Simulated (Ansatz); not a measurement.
**Alloy of GaAs and AlAs (30 of 32 Ga sites exchanged), 64 atoms**

Aim: relax the alloy cell and compare the gap by PBEsol and HSE06.

Method: density functional theory in Ansatz 0.2.0, PAW datasets, plane waves.

### 1 Starting point

64 atoms (30 Al, 32 As, 2 Ga); a = 11.347 Å, b = 11.347 Å, c = 11.347 Å, α = 90.00°, β = 90.00°, γ = 90.00°. All atoms were shaken off their sites by about 0.02 Å along each axis; atoms next to an added one may be pushed further to make room.

Steps to follow: (2) PBEsol cell relaxation at the single k point (¼, ¼, ¼), on 1 × NVIDIA GB200 with 8 threads of Arm Neoverse-V2; (3) HSE06 single point at the Γ point alone, on 1 × NVIDIA GB200 with 8 threads of Arm Neoverse-V2.

### 2 PBEsol relaxation of the cell and the positions

Contents of in.yaml:

```yaml
crystal:
  lattice:
    - [11.346505, 0.000000, 0.000000]
    - [0.000000, 11.346505, 0.000000]
    - [0.000000, 0.000000, 11.346505]
  atoms:
    - { symbol: Al, position: [0.996031, 0.998505, 0.999344] }
    - { symbol: Al, position: [0.000821, 0.999917, 0.500990] }
    - { symbol: Al, position: [0.000341, 0.501580, 0.000606] }
    - { symbol: Al, position: [0.000281, 0.498257, 0.501982] }
    - { symbol: Al, position: [0.499239, 0.001465, 0.996786] }
    - { symbol: Al, position: [0.498729, 0.002069, 0.499626] }
    - { symbol: Al, position: [0.499835, 0.502120, 0.001114] }
    - { symbol: Al, position: [0.498471, 0.501398, 0.498341] }
    - { symbol: Al, position: [0.246800, 0.250135, 0.999967] }
    - { symbol: Al, position: [0.252447, 0.252158, 0.500550] }
    - { symbol: Al, position: [0.251649, 0.751929, 0.497977] }
    - { symbol: Al, position: [0.748705, 0.246763, 0.999167] }
    - { symbol: Al, position: [0.749656, 0.248709, 0.499813] }
    - { symbol: Al, position: [0.747773, 0.749326, 0.001710] }
    - { symbol: Al, position: [0.752981, 0.750429, 0.501178] }
    - { symbol: Al, position: [0.251699, 0.998821, 0.251234] }
    - { symbol: Al, position: [0.247183, 0.000390, 0.751076] }
    - { symbol: Al, position: [0.251854, 0.501059, 0.751122] }
    - { symbol: Al, position: [0.751824, 0.004072, 0.250207] }
    - { symbol: Al, position: [0.749881, 0.001269, 0.753813] }
    - { symbol: Al, position: [0.748666, 0.498565, 0.250911] }
    - { symbol: Al, position: [0.749841, 0.500387, 0.748071] }
    - { symbol: Al, position: [0.000636, 0.247253, 0.251260] }
    - { symbol: Al, position: [0.000754, 0.249590, 0.751884] }
    - { symbol: Al, position: [0.001374, 0.751877, 0.250708] }
    - { symbol: Al, position: [0.999312, 0.750241, 0.748349] }
    - { symbol: Al, position: [0.498349, 0.250347, 0.250743] }
    - { symbol: Al, position: [0.501238, 0.249291, 0.749402] }
    - { symbol: Al, position: [0.497490, 0.750070, 0.251037] }
    - { symbol: Al, position: [0.499529, 0.748681, 0.750137] }
    - { symbol: As, position: [0.123709, 0.123815, 0.125698] }
    - { symbol: As, position: [0.123583, 0.122769, 0.627269] }
    - { symbol: As, position: [0.126696, 0.624406, 0.125919] }
    - { symbol: As, position: [0.123903, 0.628147, 0.622688] }
    - { symbol: As, position: [0.623290, 0.126191, 0.123974] }
    - { symbol: As, position: [0.621494, 0.125905, 0.621519] }
    - { symbol: As, position: [0.625054, 0.623772, 0.124987] }
    - { symbol: As, position: [0.626504, 0.625010, 0.624416] }
    - { symbol: As, position: [0.377959, 0.377393, 0.126980] }
    - { symbol: As, position: [0.373399, 0.373663, 0.623143] }
    - { symbol: As, position: [0.372003, 0.873441, 0.122198] }
    - { symbol: As, position: [0.380246, 0.875286, 0.623910] }
    - { symbol: As, position: [0.875969, 0.376769, 0.123440] }
    - { symbol: As, position: [0.876597, 0.371944, 0.621438] }
    - { symbol: As, position: [0.875647, 0.875488, 0.124854] }
    - { symbol: As, position: [0.871859, 0.871608, 0.626622] }
    - { symbol: As, position: [0.371507, 0.124077, 0.372334] }
    - { symbol: As, position: [0.376383, 0.128987, 0.875214] }
    - { symbol: As, position: [0.375672, 0.625630, 0.376193] }
    - { symbol: As, position: [0.375213, 0.624835, 0.875372] }
    - { symbol: As, position: [0.873055, 0.123202, 0.378065] }
    - { symbol: As, position: [0.874893, 0.125766, 0.875585] }
    - { symbol: As, position: [0.873841, 0.623889, 0.371477] }
    - { symbol: As, position: [0.872108, 0.627679, 0.873973] }
    - { symbol: As, position: [0.123138, 0.376978, 0.376039] }
    - { symbol: As, position: [0.125562, 0.375016, 0.872942] }
    - { symbol: As, position: [0.125795, 0.874607, 0.374764] }
    - { symbol: As, position: [0.124258, 0.875784, 0.873343] }
    - { symbol: As, position: [0.625502, 0.375256, 0.372541] }
    - { symbol: As, position: [0.626225, 0.374836, 0.877651] }
    - { symbol: As, position: [0.622306, 0.874817, 0.379102] }
    - { symbol: As, position: [0.621074, 0.875014, 0.873551] }
    - { symbol: Ga, position: [0.246577, 0.752084, 0.999538] }
    - { symbol: Ga, position: [0.251419, 0.500020, 0.251786] }
  symmetry: { detect: false }
kpoints:
  mp_grid: { grid: [1, 1, 1], shift: [0.25, 0.25, 0.25] }
hamiltonian:
  xc: pbesol
scf:
  occupations: { method: fermi_dirac, width: 0.01 }
relax:
  f_tol: 0.03
  max_steps: 80
  escape_saddle: false
  adjacent_minimum: "off"
  cell: { fix: [shape] }
output:
  forces: true
  eigenvalues: true
  populations: true
```

Command:

```
ansatz run in.yaml --threads 8 --pin off --max-ram 118750MiB --runs-dir r --events-out ev --progress --plain --backend cuda --devices 0, --max-vram 170GiB
```

Further steps of the session: HSE06 single point.

Q: Predict the outcome of this session. Wanted: for each run, top filled to lowest empty.

**Answer**, as computed:

```
             level         time   k points  top filled to lowest empty (eV)
PBEsol, relaxation  4.5 s (GPU)  (¼, ¼, ¼)                             1.93
             HSE06   20 s (GPU)          Γ                             2.09
```

```
     quantity                                                                         value
   relaxation                                              4 recorded steps, 0.40 eV gained
largest shift                                                0.06 Å (As42 and others alike)
 relaxed cell  a = 11.348 Å, b = 11.348 Å, c = 11.348 Å, α = 90.00°, β = 90.00°, γ = 90.00°
   mean bonds                                                    Al–As 2.457, As–Ga 2.456 Å
```

**What this shows.** Relaxation gains 0.40 eV, with shifts up to 0.06 Å (As42 and others alike), while the volume changes by +0.0 %. Part of this undoes the random shake of the start. The mean lengths differ by only 0.00 Å, over all coordinations together. Rows on different k points differ by sampling as well as by level. Spin–orbit coupling is left out, which matters for the band edges of the heavier elements here. With one k point the spacing samples only the states that fold onto it, so it can exceed the gap over the zone.
